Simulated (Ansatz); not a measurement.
Crystal: Sc.

```
Sc
1.0
    -1.91721    1.91721    1.71760
     1.91721   -1.91721    1.71760
     1.91721    1.91721   -1.71760
Sc
1
Direct
  0.00000 0.00000 0.00000
```

This isn't the form of Sc at room conditions, which is hcp.

- Program: Ansatz 0.2.0
- Task: relaxation of cell and atoms
- Functional: PBEsol
- Potentials or basis: all-electron LAPW, inner shells corrected to Dirac's equation
- Basis error allowed: 0.001 eV/atom
- k mesh: 10 × 10 × 10
- Occupations: cold, width 0.025 eV
- Spin: collinear spin, ferromagnetic start
- Starting moments: [1.0] μB
- Fixed moment: 1 μB

At the start: volume 25.25 Å³/atom.

Problem. How do energy, volume and symmetry change on relaxing?

Solution. Over 11 steps the energy falls by 11.5 meV/atom and the volume is 24.39 Å³/atom (-3.4 %); space group I4/mmm (No. 139, to 0.05 Å).

Step by step:
| step | energy change (eV) | largest force (eV/Å) | volume (Å³) |
| --- | --- | --- | --- |
| 1 | 0.0000 | 0.0000 | 25.25 |
| 2 | -0.0104 | 0.0000 | 24.19 |
| 3 | -0.0111 | 0.0000 | 24.25 |
| 4 | -0.0112 | 0.0000 | 24.31 |
| 5 | -0.0114 | 0.0000 | 24.36 |
| 6 | -0.0115 | 0.0000 | 24.35 |
| 7 | -0.0115 | 0.0000 | 24.39 |
| 8 | -0.0115 | 0.0000 | 24.39 |
| 9 | -0.0115 | 0.0000 | 24.38 |
| 10 | -0.0115 | 0.0000 | 24.39 |
| 11 | -0.0115 | 0.0000 | 24.39 |

Final structure:
```yaml
crystal:
  lattice:
    - [-1.85105, 1.85105, 1.77933]
    - [1.85105, -1.85105, 1.77933]
    - [1.85105, 1.85105, -1.77933]
  atoms:
    - { symbol: Sc, position: [0.00000, 0.00000, 0.00000] }
```

Caveat: the total moment is fixed, so each spin has its own Fermi level.
